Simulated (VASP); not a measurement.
# SnO2 (Cassiterite) (P4_2/mnm) in VASP: notebook

One crystal, SnO2 (Cassiterite), is run at these levels: LDA; tasks: single point.

All numbers are computed with VASP 6.6.1; they aren't measurements. Logs are shortened: lines on timing, memory, paths and dates and some standing lists are left out, and cuts for length are marked.

## 1. Starting point

It takes space group P4_2/mnm (No. 136, tetragonal). The conventional cell has a = 4.738 Å, b = 4.738 Å, c = 3.187 Å, α = 90.00°, β = 90.00°, γ = 90.00°. Sn (site symmetry mmm) has 6 O at 2.05 to 2.06 Å as nearest neighbours. O (site symmetry m2m) is surrounded by 3 Sn at 2.05 to 2.06 Å.

## 2. Single point, LDA

INCAR reads:

```
PREC     = Accurate       # precision mode
ENCUT    = 400            # plane-wave cutoff, eV
EDIFF    = 1E-7           # SCF threshold, eV
ISMEAR   = 0              # smearing method
SIGMA    = 0.5            # smearing width, eV
LREAL    = F              # projectors in reciprocal space
LASPH    = T              # aspherical terms in the spheres
NELM     = 100            # most SCF steps
ALGO     = Normal         # electronic algorithm
ISIF     = 2              # what is computed and relaxed
LWAVE    = F              # write WAVECAR
LCHARG   = F              # write CHGCAR
GGA      = CA             # functional
ADDGRID  = F
```

KPOINTS reads:

```
Automatic mesh
0
Gamma
  3 3 4
```

POSCAR reads:

```
SnO2
1.0
    4.7380000000      0.0000000000      0.0000000000
    0.0000000000      4.7380000000      0.0000000000
    0.0000000000      0.0000000000      3.1865000000
Sn O
2 4
Direct
    0.5000000000      0.5000000000      0.5000000000
    0.0000000000      0.0000000000      0.0000000000
    0.8071000000      0.1929000000      0.5000000000
    0.6929000000      0.6929000000      0.0000000000
    0.1929000000      0.8071000000      0.5000000000
    0.3071000000      0.3071000000      0.0000000000
```

Potentials or basis: VASP PAW LDA potentials, release 64 (Sn_d, O).

Run with:

```
> cat potpaw_LDA.64/Sn_d/POTCAR potpaw_LDA.64/O/POTCAR > POTCAR
> mpirun -np 1 vasp_std > vasp.out
```

OUTCAR:

```text
PREC = Accurate
   ENCUT = 400
   EDIFF = 1E-7
   ISMEAR = 0
   LREAL = F
   LASPH = T
   NELM = 100
   ISIF = 2
   GGA = CA

 Found      9 irreducible k-points:

 Following reciprocal coordinates:
            Coordinates               Weight
  0.000000  0.000000  0.000000      1.000000
  0.333333  0.000000  0.000000      4.000000
  0.333333  0.333333  0.000000      4.000000
  0.000000  0.000000  0.250000      2.000000
  0.333333  0.000000  0.250000      8.000000
  0.333333  0.333333  0.250000      8.000000
   k-points           NKPTS =      9   k-points in BZ     NKDIM =      9   number of bands    NBANDS=     31
   number of dos      NEDOS =    301   number of ions     NIONS =      6
   total plane-waves  NPLWV =  24576
   dimension x,y,z NGX =    32 NGY =   32 NGZ =   24
   dimension x,y,z NGXF=    64 NGYF=   64 NGZF=   48
   ions per type =               2   4
   NGX,Y,Z   is equivalent  to a cutoff of  11.23, 11.23, 12.52 a.u.
   NGXF,Y,Z  is equivalent  to a cutoff of  22.46, 22.46, 25.04 a.u.
 SYSTEM =  unknown system
   PREC   = accura    normal or accurate (medium, high low for compatibility)
   ISTART =      0    job   : 0-new  1-cont  2-samecut
   ICHARG =      2    charge: 1-file 2-atom 10-const
   ISPIN  =      1    spin polarized calculation?
   LNONCOLLINEAR =      F non collinear calculations
   LSORBIT =      F    spin-orbit coupling
   LASPH  =      T    aspherical Exc in radial PAW
   ENCUT  =  400.0 eV  29.40 Ry    5.42 a.u.   7.73  7.73  5.20*2*pi/ulx,y,z
   NELM   =    100;   NELMIN=  2; NELMDL= -5     # of ELM steps
   EDIFF  = 0.1E-06   stopping-criterion for ELM
   LREAL  =      F    real-space projection
   EDIFFG = 0.1E-05   stopping-criterion for IOM
   NSW    =      0    number of steps for IOM
   IBRION =     -1    ionic relax: 0-MD 1-quasi-New 2-CG
   NFREE  =      0    steps in history (QN), initial steepest desc. (CG)
   ISIF   =      2    stress and relaxation
   ISYM   =      2    0-nonsym 1-usesym 2-fastsym
   POTIM  = 0.5000    time-step for ionic-motion
   TEBEG  =    0.0;   TEEND  =   0.0 temperature during run
   PSTRESS=    0.0 pullay stress
   NELECT =      52.0000    total number of electrons
   NUPDOWN=      -1.0000    fix difference up-down
   EMIN   =  10.00;   EMAX   =-10.00  energy-range for DOS
   EFERMI =   0.00;   METHOD = LEGACY
   ISMEAR =     0;   SIGMA  =   0.50  broadening in eV -4-tet -1-fermi 0-gaus
   EFERMI_NEDOS =   21; number of points for ismear=-14 and -15
   IALGO  =     38    algorithm
   IMIX   =      4    mixing-type and parameters
     AMIX     =   0.40;   BMIX     =  1.00
     AMIX_MAG =   1.60;   BMIX_MAG =  1.00
  volume/ion in A,a.u.               =      11.92        80.45
  Fermi-wavevector in a.u.,A,eV,Ry     =   1.472000  2.781677 29.480903  2.166785
  Thomas-Fermi vector in A             =   2.587068
   LORBIT       =      0    0 simple, 1 ext, 2 COOP (PROOUT), +10 PAW based schemes
   GGA     = CA    functional components
   LHFCALC =     F    Hartree Fock is set to
   AEXX    =    0.0000 exact exchange contribution
   IVDW    =     0    specifies the selected vdW correction
   LEPSILON=     F    determine dielectric tensor
   LRPA    =     F    only Hartree local field effects (RPA)
 non-spin polarized calculation
 Gauss-broadening in eV      SIGMA  =   0.50
  energy-cutoff  :      400.00
  volume of cell :       71.53
 maximum number of plane-waves:      1310
 NGX is ok and might be reduce to    32
   NGX = 15   NGY = 15   NGZ = 11

 number of electron      51.9999984 magnetization

 Free energy of the ion-electron system (eV)
  ---------------------------------------------------
  ext. energy  EPLUGINS =         0.00000000
  ---------------------------------------------------
  free energy    TOTEN  =       -42.34191645 eV

  energy without entropy =      -42.33697407  energy(sigma->0) =      -42.33944526

 E-fermi :   6.4665     XC(G=0): -11.7983

 val. band max:        5.8618282718   @ k =   0.0000   0.0000   0.0000
 cond. band min:       7.0268068650   @ k =   0.0000   0.0000   0.0000
 fundamental gap:      1.1649785932
 Fermi energy:         6.4664515301

 k-point     1 :       0.0000    0.0000    0.0000
  band No.  band energies     occupation
      1     -15.1428      2.00000
      2     -14.3971      2.00000
      3     -14.1037      2.00000
      4     -14.0879      2.00000
      5     -14.0879      2.00000
      6     -13.9910      2.00000
      7     -13.9496      2.00000
      8     -13.8565      2.00000
      9     -13.8202      2.00000
     10     -13.8202      2.00000
     11     -12.9062      2.00000
     12     -10.9561      2.00000
     13     -10.9561      2.00000
     14      -9.1649      2.00000
     15      -2.3570      2.00000
     16       1.6948      2.00000
     17       1.6948      2.00000
     18       1.8000      2.00000
     19       2.6696      2.00000
     20       3.7432      2.00000
     21       3.8750      2.00000
     22       4.6009      2.00000
     23       4.6009      2.00000
     24       5.0480      1.99994
     25       5.0480      1.99994
     26       5.8618      1.91276
     27       7.0268      0.11298
     28      11.7923      0.00000
     29      11.9575      0.00000
     30      11.9575      0.00000
     31      15.9784      0.00000

 k-point     2 :       0.3333    0.0000    0.0000
  band No.  band energies     occupation
      1     -14.9804      2.00000
      2     -14.5920      2.00000
      3     -14.1011      2.00000
      4     -14.0822      2.00000
      5     -14.0820      2.00000
      6     -14.0762      2.00000
      7     -13.9237      2.00000
      8     -13.8768      2.00000
      9     -13.8275      2.00000
     10     -13.8272      2.00000
     11     -12.5492      2.00000
     12     -11.6161      2.00000
     13     -10.3779      2.00000
     14      -9.4523      2.00000
     15      -1.6449      2.00000
     16       0.2232      2.00000
     17       2.2091      2.00000
     18       2.2242      2.00000
     19       3.1536      2.00000
     20       3.2889      2.00000
     21       3.6048      2.00000
     22       4.1809      2.00000
     23       4.6154      2.00000
     24       4.6345      2.00000
     25       5.1157      1.99987
     26       5.3975      1.99750
     27       8.9554      0.00000
     28      11.0751      0.00000
     29      12.3960      0.00000
     30      12.5590      0.00000
     31      16.5806      0.00000

 k-point     3 :       0.3333    0.3333    0.0000
  band No.  band energies     occupation
      1     -14.9413      2.00000
      2     -14.7539      2.00000
      3     -14.0900      2.00000
      4     -14.0883      2.00000
      5     -14.0832      2.00000
      6     -14.0752      2.00000
      7     -13.9085      2.00000
      8     -13.8849      2.00000
      9     -13.8269      2.00000
     10     -13.8194      2.00000
     11     -12.1017      2.00000
     12     -11.0592      2.00000
     13     -11.0399      2.00000
     14      -9.9699      2.00000
     15      -0.8258      2.00000
     16       0.5122      2.00000
     17       1.7827      2.00000
     18       2.4659      2.00000
     19       2.8502      2.00000
     20       2.9544      2.00000
     21       3.5448      2.00000
     22       4.0789      2.00000
     23       4.5330      2.00000
     24       4.5921      2.00000
     25       4.9694      1.99998
     26       5.1465      1.99981
     27       9.8404      0.00000
     28      10.8298      0.00000
     29      12.8616      0.00000
     30      12.9743      0.00000
     31      16.3136      0.00000

 k-point     4 :       0.0000    0.0000    0.2500
  band No.  band energies     occupation
      1     -14.8665      2.00000
      2     -14.5419      2.00000
      3     -14.5419      2.00000
      4     -14.1442      2.00000
      5     -13.9960      2.00000
      6     -13.9944      2.00000
      7     -13.9255      2.00000
      8     -13.8837      2.00000
      9     -13.8837      2.00000
     10     -13.8598      2.00000
     11     -12.5299      2.00000
     12     -10.1524      2.00000
     13     -10.1524      2.00000
     14      -9.6591      2.00000
     15      -2.4016      2.00000
     16       1.1008      2.00000
     17       1.5198      2.00000
     18       2.1927      2.00000
     19       2.1927      2.00000
     20       2.9551      2.00000
     21       2.9551      2.00000
     22       3.0745      2.00000
     23       3.2856      2.00000
     24       4.9881      1.99997
     25       4.9881      1.99997
     26       5.3390      1.99857
     27       9.5911      0.00000
     28      12.6088      0.00000
     29      14.0546      0.00000
     30      14.0546      0.00000
     31      14.4259      0.00000

 k-point     5 :       0.3333    0.0000    0.2500
  band No.  band energies     occupation
      1     -14.8572      2.00000
      2     -14.7170      2.00000
      3     -14.3926      2.00000
      4     -14.1720      2.00000
      5     -13.9883      2.00000
      6     -13.9797      2.00000
      7     -13.9099      2.00000
      8     -13.8838      2.00000
      9     -13.8756      2.00000
     10     -13.8640      2.00000
     11     -12.1751      2.00000
     12     -11.1230      2.00000
     13      -9.8111      2.00000
     14      -9.4081      2.00000
     15      -1.6446      2.00000
     16       0.1821      2.00000
     17       0.7194      2.00000
     18       0.9625      2.00000
     19       2.5606      2.00000
     20       2.6879      2.00000
     21       3.6652      2.00000
     22       4.0551      2.00000
     23       4.1508      2.00000
     24       4.8540      1.99999
     25       4.8988      1.99999
     26       5.2608      1.99935
     27      10.4246      0.00000
     28      12.0935      0.00000
     29      14.2076      0.00000
     30      14.3117      0.00000
     31      14.7106      0.00000

 k-point     6 :       0.3333    0.3333    0.2500
  band No.  band energies     occupation
      1     -14.7985      2.00000
      2     -14.6171      2.00000
      3     -14.5504      2.00000
      4     -14.3074      2.00000
      5     -13.9870      2.00000
      6     -13.9712      2.00000
      7     -13.9008      2.00000
      8     -13.8850      2.00000
      9     -13.8807      2.00000
     10     -13.8728      2.00000
     11     -11.7154      2.00000
     12     -10.9107      2.00000
     13     -10.2367      2.00000
     14      -9.6660      2.00000
     15      -1.3396      2.00000
     16      -0.7515      2.00000
     17       1.3176      2.00000
     18       2.0765      2.00000
     19       2.1155      2.00000
     20       2.4424      2.00000
     21       3.0604      2.00000
     22       4.3686      2.00000
     23       4.3836      2.00000
     24       4.7287      2.00000
     25       4.9809      1.99997
     26       5.2685      1.99930
     27      10.6394      0.00000
     28      11.3962      0.00000
     29      14.4197      0.00000
     30      14.4736      0.00000
     31      14.9317      0.00000

 [... further k-points ...]

------------------------ aborting loop because EDIFF is reached ----------------------------------------

  FORCE on cell =-STRESS in cart. coord.  units (eV):
  Direction    XX          YY          ZZ          XY          YZ          ZX
  --------------------------------------------------------------------------------------
  -------------------------------------------------------------------------------------
  Total       -2.5798525     -2.5798525     -1.6878246      0.0000000      0.0000000      0.0000000
  in kB      -57.7831775    -57.7831775    -37.8036609      0.0000000      0.0000000      0.0000000
  external PRESSURE =     -51.1233386 kB  Pullay stress =       0.0000000 kB

 VOLUME and BASIS-vectors are now :
 -----------------------------------------------------------------------------
  energy-cutoff  :      400.00
  volume of cell :       71.53
      direct lattice vectors                 reciprocal lattice vectors
     4.738000000  0.000000000  0.000000000     0.211059519  0.000000000  0.000000000
     0.000000000  4.738000000  0.000000000     0.000000000  0.211059519  0.000000000
     0.000000000  0.000000000  3.186500000     0.000000000  0.000000000  0.313823945

 POSITION                                       TOTAL-FORCE (eV/Angst)
 -----------------------------------------------------------------------------------
      2.36900      2.36900      1.59325         0.000000      0.000000     -0.000000
      0.00000      0.00000      0.00000         0.000000      0.000000     -0.000000
      3.82404      0.91396      1.59325        -0.139978      0.139978      0.000000
      3.28296      3.28296      0.00000         0.139978      0.139978      0.000000
      0.91396      3.82404      1.59325         0.139978     -0.139978     -0.000000
      1.45504      1.45504      0.00000        -0.139978     -0.139978     -0.000000
 -----------------------------------------------------------------------------------
    total drift:                                0.000000     -0.000000     -0.000000

  FREE ENERGIE OF THE ION-ELECTRON SYSTEM (eV)
  ---------------------------------------------------
  free  energy   TOTEN  =       -42.3419164542 eV

  energy  without entropy=      -42.3369740658  energy(sigma->0) =      -42.33944526
```

Wall time 5.8 s (1 thread of Intel Xeon 6975P-C (Granite Rapids), shared host); peak memory 0.14 GiB.

The run converged, but some of its settings lie outside the range that counts as converged, so its numbers aren't taken as properties of the crystal.

Results:

```yaml
Free_energy: -42.3419 eV
Largest_force: 0.198 eV/Å
Band_gap_on_the_k_mesh: 1.17 eV, direct
```

Caveat: the k mesh is coarse (spacing up to 0.49 Å⁻¹), so the values aren't converged; the cutoff is under 1.25 times the usual one of these potentials, so pressure, stress and relaxed cells hold a basis-set (Pulay) error; spin-orbit coupling is left out, which moves the levels of the heavy elements.

## 3. Single point, LDA

Edit INCAR of step 2 so:

```diff
@@ -4,3 +4,3 @@
 ISMEAR   = 0              # smearing method
-SIGMA    = 0.5            # smearing width, eV
+SIGMA    = 0.1            # smearing width, eV
 LREAL    = F              # projectors in reciprocal space
```

KPOINTS is that of step 2.

POSCAR is that of step 2.

Potentials or basis: VASP PAW LDA potentials, release 64 (Sn_d, O).

Run with:

```
> cat potpaw_LDA.64/Sn_d/POTCAR potpaw_LDA.64/O/POTCAR > POTCAR
> mpirun -np 1 vasp_std > vasp.out
```

It took 5.9 s on 1 thread of Intel Xeon 6975P-C (Granite Rapids), shared host; peak memory 0.14 GiB.

The run converged, but some of its settings lie outside the range that counts as converged, so its numbers aren't taken as properties of the crystal.

What came out:

```
Free energy            : -42.3410 eV
Largest force          : 0.195 eV/Å
Band gap on the k mesh : 1.16 eV, direct
```

Caveat: the k mesh is coarse (spacing up to 0.49 Å⁻¹), so the values aren't converged; the cutoff is under 1.25 times the usual one of these potentials, so pressure, stress and relaxed cells hold a basis-set (Pulay) error; spin-orbit coupling is left out, which moves the levels of the heavy elements.

## 4. Single point, LDA

Edit INCAR of step 3 so:

```diff
@@ -1,2 +1,2 @@
-PREC     = Accurate       # precision mode
+PREC     = Low            # precision mode
 ENCUT    = 400            # plane-wave cutoff, eV
@@ -4,3 +4,3 @@
 ISMEAR   = 0              # smearing method
-SIGMA    = 0.1            # smearing width, eV
+SIGMA    = 0.05           # smearing width, eV
 LREAL    = F              # projectors in reciprocal space
```

KPOINTS is that of step 3.

POSCAR is that of step 3.

Run with:

```
> cat potpaw_LDA.64/Sn_d/POTCAR potpaw_LDA.64/O/POTCAR > POTCAR
> mpirun -np 1 vasp_std > vasp.out
```

It took 3.9 s on 1 thread of Intel Xeon 6975P-C (Granite Rapids), shared host; peak memory 0.12 GiB.

The run converged, but some of its settings lie outside the range that counts as converged, so its numbers aren't taken as properties of the crystal.

What came out:

```
Free energy            : -42.3514 eV
Largest force          : 0.182 eV/Å
Band gap on the k mesh : 1.16 eV, direct
```

Caveat: the k mesh is coarse (spacing up to 0.49 Å⁻¹), so the values aren't converged; the cutoff is under 1.25 times the usual one of these potentials, so pressure, stress and relaxed cells hold a basis-set (Pulay) error; spin-orbit coupling is left out, which moves the levels of the heavy elements.

(Part 1 of 2 ends here.)
